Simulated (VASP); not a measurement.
SnS2:

```
Sn S
1.0
     3.63900    0.00000    0.00000
    -1.81950    3.15147    0.00000
     0.00000    0.00000    5.86800
Sn S
1 2
Cartesian
  0.0000 0.0000 0.0000
  0.0000 2.1010 1.4670
  1.8195 1.0505 4.4010
```

| Property | Result |
| --- | --- |
| Program | VASP 6.6.1 |
| Task | relaxation of cell and atoms |
| Functional | PBE |
| Dispersion | D3(BJ) |
| Potentials or basis | VASP PAW PBE potentials, release 64 (Sn_d, S) |
| Cutoff | 600 eV |
| k mesh | 9 × 9 × 5 |
| Occupations | gaussian, width 0.03 eV |
| Spin | no spin polarisation |

At the start: pressure 1.7 GPa; volume 22.43 Å³/atom.

Question: How do energy, volume and symmetry change on relaxing?

Answer: Over 14 steps the energy falls by 3.1 meV/atom and the volume is 22.57 Å³/atom (+0.6 %); space group P-3m1 (No. 164, to 0.05 Å).

The path:
```tsv
step	energy change (eV)	largest force (eV/Å)	pressure (GPa)	volume (Å³)
1	0.0000	0.2533	1.72	67.30
2	-0.0012	0.1919	-1.55	69.66
3	-0.0080	0.0160	-0.06	68.51
4	-0.0080	0.0202	0.00	68.48
5	-0.0082	0.0292	0.00	68.45
6	-0.0085	0.0517	-0.04	68.37
7	-0.0087	0.0381	-0.07	68.31
8	-0.0091	0.0001	-0.17	68.12
9	-0.0092	0.0182	-0.23	68.02
10	-0.0093	0.0098	-0.08	67.86
11	-0.0093	0.0081	-0.09	67.82
12	-0.0094	0.0046	-0.03	67.75
13	-0.0094	0.0027	0.08	67.62
14	-0.0094	0.0018	-0.01	67.70
```

Final structure:
```
Sn S
1.0
     3.66721    0.00000    0.00000
    -1.83361    3.17590    0.00000
     0.00000    0.00000    5.81303
Sn S
1 2
Cartesian
  0.0000 0.0000 0.0000
  0.0000 2.1173 1.4786
  1.8336 1.0586 4.3344
```
